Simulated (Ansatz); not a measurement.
# C: the cost of one run

Program: Ansatz 0.2.0. Level of theory: DFT PBEsol, scalar-relativistic, plane waves, PAW. These are calculated values, not measurements.

A COD entry behind a cell of this session may itself be a prediction, so a difference from it is no test against experiment.

3 further runs of the same task are left out: 3 set aside as unsound or not needed. Runs told in other sessions of the task aren't counted.

### Step 1. The starting structure

It takes space group P6_3/mmc (No. 194, hexagonal). The conventional cell has a = 2.499 Å, b = 2.499 Å, c = 4.161 Å, α = 90.00°, β = 90.00°, γ = 120.00°. Around C (site symmetry 3m) lie 4 C at 1.53 to 1.56 Å.

As a file:

```cif
data_structure
_symmetry_space_group_name_H-M 'P6_3/mmc'
_symmetry_Int_Tables_number 194
_cell_length_a 2.4988
_cell_length_b 2.4988
_cell_length_c 4.1608
_cell_angle_alpha 90.000
_cell_angle_beta 90.000
_cell_angle_gamma 120.000
_cell_volume 22.50
loop_
_atom_site_label
_atom_site_type_symbol
_atom_site_symmetry_multiplicity
_atom_site_Wyckoff_symbol
_atom_site_fract_x
_atom_site_fract_y
_atom_site_fract_z
_atom_site_occupancy
C1 C 4 f 0.33333 0.66667 0.06280 1
```

This cell was relaxed beforehand with the same method: volume 5.62 Å³/atom, gap on the mesh 3.05 eV.

The bulk reference comes from a run made before at the same settings: -246.6442 eV/atom.

### Step 2. Cutting the (110) slab

Planes are indexed in the bulk's conventional cell (P6_3/mmc (No. 194)), a = 2.499 Å, b = 2.499 Å, c = 4.161 Å, α = 90.00°, β = 90.00°, γ = 120.00°.

Cut from the relaxed bulk: a (110) slab, 10.0 Å thick as cut, with 15 Å of vacuum; its outer planes are C (top) and C (bottom).

The slab as cut. Its planes from the bottom up:

```
plane  atoms per cell  height over the lowest (Å)
    1              C4                        0.00
    2              C4                        1.25
    3              C4                        2.50
    4              C4                        3.75
    5              C4                        5.00
    6              C4                        6.25
    7              C4                        7.50
    8              C4                        8.75
    9              C4                       10.00
```

### Step 3. Single point on the unrelaxed (110) slab

The cell repeats along c, and a dipole correction in the vacuum removes the field between the copies.

File input.yaml:

```yaml
crystal:
  lattice:
    - [4.1608356803, 0.0, 0.0]
    - [0.0, 4.3280744828, 0.0]
    - [0.0, 0.0, 24.9952598709]
  atoms:
    - { symbol: C, position: [0.9371983404, 0.1666666667, 0.3000568923] }
    - { symbol: C, position: [0.4371983404, 0.8333333333, 0.3000568923] }
    - { symbol: C, position: [0.5628016596, 0.1666666667, 0.3000568923] }
    - { symbol: C, position: [0.0628016596, 0.8333333333, 0.3000568923] }
    - { symbol: C, position: [0.9371983404, 0.6666666667, 0.3500426693] }
    - { symbol: C, position: [0.4371983404, 0.3333333333, 0.3500426693] }
    - { symbol: C, position: [0.5628016596, 0.6666666667, 0.3500426693] }
    - { symbol: C, position: [0.0628016596, 0.3333333333, 0.3500426693] }
    - { symbol: C, position: [0.9371983404, 0.1666666667, 0.4000284462] }
    - { symbol: C, position: [0.4371983404, 0.8333333333, 0.4000284462] }
    - { symbol: C, position: [0.5628016596, 0.1666666667, 0.4000284462] }
    - { symbol: C, position: [0.0628016596, 0.8333333333, 0.4000284462] }
    - { symbol: C, position: [0.9371983404, 0.6666666667, 0.4500142231] }
    - { symbol: C, position: [0.4371983404, 0.3333333333, 0.4500142231] }
    - { symbol: C, position: [0.5628016596, 0.6666666667, 0.4500142231] }
    - { symbol: C, position: [0.0628016596, 0.3333333333, 0.4500142231] }
    - { symbol: C, position: [0.9371983404, 0.1666666667, 0.5] }
    - { symbol: C, position: [0.4371983404, 0.8333333333, 0.5] }
    - { symbol: C, position: [0.5628016596, 0.1666666667, 0.5] }
    - { symbol: C, position: [0.0628016596, 0.8333333333, 0.5] }
    - { symbol: C, position: [0.9371983404, 0.6666666667, 0.5499857769] }
    - { symbol: C, position: [0.4371983404, 0.3333333333, 0.5499857769] }
    - { symbol: C, position: [0.5628016596, 0.6666666667, 0.5499857769] }
    - { symbol: C, position: [0.0628016596, 0.3333333333, 0.5499857769] }
    - { symbol: C, position: [0.9371983404, 0.1666666667, 0.5999715538] }
    - { symbol: C, position: [0.4371983404, 0.8333333333, 0.5999715538] }
    - { symbol: C, position: [0.5628016596, 0.1666666667, 0.5999715538] }
    - { symbol: C, position: [0.0628016596, 0.8333333333, 0.5999715538] }
    - { symbol: C, position: [0.9371983404, 0.6666666667, 0.6499573307] }
    - { symbol: C, position: [0.4371983404, 0.3333333333, 0.6499573307] }
    - { symbol: C, position: [0.5628016596, 0.6666666667, 0.6499573307] }
    - { symbol: C, position: [0.0628016596, 0.3333333333, 0.6499573307] }
    - { symbol: C, position: [0.9371983404, 0.1666666667, 0.6999431077] }
    - { symbol: C, position: [0.4371983404, 0.8333333333, 0.6999431077] }
    - { symbol: C, position: [0.5628016596, 0.1666666667, 0.6999431077] }
    - { symbol: C, position: [0.0628016596, 0.8333333333, 0.6999431077] }
basis:
  ecutwfc: 420
kpoints:
  mp_grid: { grid: [7, 6, 1] }
hamiltonian:
  xc: pbesol
scf:
  occupations: { method: gaussian, width: 0.05 }
output:
  forces: true
  stress: true
  eigenvalues: true
  write_density: true
  write_potential: true
  elf: true
  volumetric_format: npy
efield:
  axis: 3
  dipole_correction: true
  ramp_width: 0.04
```

Run with:

```
> ansatz run input.yaml --threads 4 --pin off --max-ram 10240MiB --backend cpu --events-out ev --progress --plain --runs-dir out
```

**Question.** How long does this run take on 4 threads of AMD EPYC 7R43 (Zen 3), shared host, and how much memory does it need?

About 24 s, with a peak of 1.5 GiB.
